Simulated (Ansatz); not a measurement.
# TePb: band gap under strain

How does strain move the band edges of the known phase of TePb with 2 atoms a cell, and do the functionals agree on it? States: +1.7 % strain along z alone; -2.0 % strain along y alone.

Program: Ansatz 0.2.0. PAW datasets, plane waves. Calculated at 0 K for a non-magnetic cell.

## Step 1: Starting point

The unstrained cell was relaxed with r2SCAN; in each strained cell the atoms were relaxed again with r2SCAN. Names of k-points are those of the unstrained zone, where strain can split equivalent points. First state: +1.7 % strain along z alone.

The symmetry is I4/mmm (No. 139, tetragonal); conventional cell a = 4.621 Å, c = 6.646 Å, 35.49 Å³ an atom. Te has 6 Pb at 3.27–3.32 Å; Pb has 6 Te at 3.27–3.32 Å.

The structure in full:

```cif
data_structure
_symmetry_space_group_name_H-M 'I4/mmm'
_symmetry_Int_Tables_number 139
_cell_length_a 4.6214
_cell_length_b 4.6214
_cell_length_c 6.6462
_cell_angle_alpha 90.000
_cell_angle_beta 90.000
_cell_angle_gamma 90.000
_cell_volume 141.95
loop_
_atom_site_label
_atom_site_type_symbol
_atom_site_symmetry_multiplicity
_atom_site_Wyckoff_symbol
_atom_site_fract_x
_atom_site_fract_y
_atom_site_fract_z
_atom_site_occupancy
Te1 Te 2 b 0.50000 0.50000 0.00000 1
Pb1 Pb 2 a 0.00000 0.00000 0.00000 1
```

From earlier runs on the unstrained cell: PBE 0.80 eV, r2SCAN 1.09 eV, HSE06 1.20 eV, G0W0 1.05 eV (on its mesh); a = 6.536 Å.

## Step 2: +1.7 % strain along z alone: PBE

Contents of input.yaml:

```yaml
crystal:
  lattice:
    - [0.0, 3.2678555508, 3.3230823096]
    - [3.2678555508, 0.0, 3.3230823096]
    - [3.2678555508, 3.2678555508, 0.0]
  atoms:
    - { symbol: Te, position: [0.5, 0.5, 0.5] }
    - { symbol: Pb, position: [0.0, 0.0, 0.0] }
kpoints:
  mp_grid: { grid: [8, 8, 8] }
  band_path:
    path:
      - [0.0, 0.0, 0.0]
      - [0.5, 0.0, 0.5]
      - [0.625, 0.25, 0.625]
      - [0.375, 0.375, 0.75]
      - [0.5, 0.5, 0.5]
      - [0.5, 0.25, 0.75]
      - [0.0, 0.0, 0.5]
    npoints: 1
hamiltonian:
  xc: pbe
scf:
  occupations: { method: fermi_dirac, width: 0.02 }
  n_extra_bands: 4
output:
  forces: true
  stress: true
  eigenvalues: true
```

On the command line:

```bash
> ansatz run input.yaml --threads 4 --pin off --max-ram 4608MiB --backend cpu --events-out ev --progress --plain --runs-dir out
```

After this run come: +1.7 % strain along z alone: r2SCAN; +1.7 % strain along z alone: HSE06; +1.7 % strain along z alone: G0W0@PBE; -2.0 % strain along y alone: PBE; -2.0 % strain along y alone: r2SCAN; -2.0 % strain along y alone: HSE06; -2.0 % strain along y alone: G0W0@PBE.

Q: Predict the outcome of this session.

As calculated:

Least gap in eV (negative: overlap), with the change from the unstrained cell in brackets. G0W0 is on its own coarse mesh.

| state | volume change (%) | PBE | r2SCAN | HSE06 | G0W0 |
| --- | --- | --- | --- | --- | --- |
| +1.7 % strain along z alone | +1.7 | 0.82 (+0.02) | 1.11 (+0.02) | 1.22 (+0.02) | 1.07 (+0.02) |
| -2.0 % strain along y alone | -2.1 | 0.74 (-0.06) | 1.02 (-0.07) | 1.13 (-0.07) | 0.98 (-0.07) |

What this shows: The largest move of the HSE06 gap in the table is -0.073 eV, under -2.0 % strain along y alone. PBE and HSE06 differ by 0.40 eV on the unstrained gap, and by at most 0.01 eV on its change: the two disagree on the size of the gap but agree on its response to strain. Spin-orbit coupling is left out of the table, though the cell holds Pb (Z = 82); in an element this heavy it can shift bands and gaps by tenths of an eV. No extrapolation in bands, cutoff or mesh was made for G0W0.
